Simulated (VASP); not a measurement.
GaN:

```
CELL_PARAMETERS angstrom
3.18023 0.00000 0.00000
-1.59012 2.75416 0.00000
0.00000 0.00000 5.18322
ATOMIC_POSITIONS crystal
Ga 0.33333 0.66667 0.99924
Ga 0.66667 0.33333 0.49924
N 0.33333 0.66667 0.37576
N 0.66667 0.33333 0.87576
```

Base run:

```yaml
Program: VASP 6.6.1
Functional: HSE06
Potentials_or_basis: VASP PAW PBE potentials, release 64 (Ga_d, N)
Cutoff: 520 eV
k_mesh: 6 × 6 × 3
Occupations: gaussian, width 0.03 eV
Spin: no spin polarisation
```

Its results: band gap on the k mesh 3.25 eV, direct; pressure 0.2 GPa; largest force 0.020 eV/Å.

Task: The run is repeated on the same cell with these changes: functional from HSE06 to PBE0. What comes out?

Result: Band gap on the k mesh 3.93 eV, direct; pressure 0.1 GPa; largest force 0.020 eV/Å.

Caveats: the PAW data sets were made with another functional, which shifts forces and pressure a little.
